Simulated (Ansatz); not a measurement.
## Phonons of FeCo

Computed with Ansatz (plane waves, PAW, 420 eV cutoff): PBEsol, scalar-relativistic, collinear spin, Gaussian smearing of 0.15 eV. The datasets are Ansatz's generated set soft_2.

```
CELL_PARAMETERS angstrom
2.80257 0.00000 0.00000
0.00000 2.80257 0.00000
0.00000 0.00000 2.80257
ATOMIC_POSITIONS crystal
Fe 0.50000 0.50000 0.50000
Co 0.00000 0.00000 0.00000
```

The chain of runs began from a cell as deposited in COD, expanded in volume.

Moments typed, the run going on from the state of an earlier one (μB, in the order of the atoms): 3.02, 2.0.

The spin moment ends at 4.49 μB for each cell as shown.

Force constants come from finite displacements in a 2×2×2 supercell (the unit cell's 12×12×12 k-mesh, folded to it); the long-range dipole term is not included. Points in reciprocal vectors of this cell: Γ = (0.000, 0.000, 0.000), X = (0.000, 0.500, 0.000), M = (0.500, 0.500, 0.000), R = (0.500, 0.500, 0.500).

Frequencies at the named points (cm⁻¹, imaginary ones negative):
| point | ω (cm⁻¹) |
| --- | --- |
| Γ | 0 0 0 257 257 257 |
| X | 209 209 218 218 252 284 |
| M | 159 159 195 196 316 316 |
| R | 248 248 248 252 252 252 |

Problem. Is the structure dynamically stable along this path, and where does the spectrum end?

Solution. Yes: no branch is imaginary beyond numerical noise. The highest frequency is 316 cm⁻¹, at M. Points that don't fit the supercell are interpolated.

Problem. What does the harmonic approximation give for the vibrational free energy, entropy and heat capacity?

Solution. Zero-point energy 41.5 meV/atom.
```csv
T (K),F_vib (meV/atom),S (J/K per mole of atoms),C_V (J/K per mole of atoms)
100,40.0,5.3,11.6
200,28.5,16.6,20.1
300,6.6,25.3,22.6
400,-23.2,31.9,23.6
500,-59.2,37.3,24.1
600,-100.2,41.7,24.3
700,-145.3,45.4,24.5
800,-194.2,48.7,24.6
900,-246.2,51.6,24.7
1000,-301.1,54.2,24.7
```

The highest mode, 316 cm⁻¹, is worth 450 K. At 300 K the heat capacity has reached 91 % of the classical limit 3R = 24.9 J/K per mole of atoms.

The crystal is a metal or nearly so; low and unstable modes depend on mesh and smearing.

Cost: 80 s on 4 threads of Intel(R) Xeon(R) 6975P-C (Granite Rapids), on a shared host, peak memory 2.3 GiB.

Site moments are of spin, integrated over atomic spheres. No antiparallel order was tried.
